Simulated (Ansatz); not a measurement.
# Cubic perovskite BaSnO3

These are PBE-D3(BJ) (PAW; Ansatz, an electronic-structure program) values and carry that method's errors.

Settings: plane-wave cutoff 520 eV, 8×8×8 k mesh, Fermi–Dirac smearing 0.01 eV, scalar-relativistic PAW data made under PBE.

Cell (relaxed at this level):

```
CELL_PARAMETERS angstrom
      4.14923     0.00000     0.00000
      0.00000     4.14923     0.00000
      0.00000     0.00000     4.14923
ATOMIC_POSITIONS crystal
  Ba 0.00000 0.00000 0.00000
  Sn 0.50000 0.50000 0.50000
  O  0.50000 0.00000 0.50000
  O  0.00000 0.50000 0.50000
  O  0.50000 0.50000 0.00000
```

```json
{
  "bulk_modulus": "141 GPa",
  "band_gap": "0.71 eV",
  "smallest_direct_gap_on_the_k_points_sampled": "1.20 eV",
  "pressure derivative B′ of the bulk modulus": "5.0"
}
```

Measured, for comparison: band gap 2.95 eV (temperature not stated, not corrected to a static lattice, indirect, from the absorption edge of a single crystal; as tabulated in Kim et al. (2012), arXiv:1207.0764).

Spin–orbit coupling is not included.

Computed values are for the static lattice.
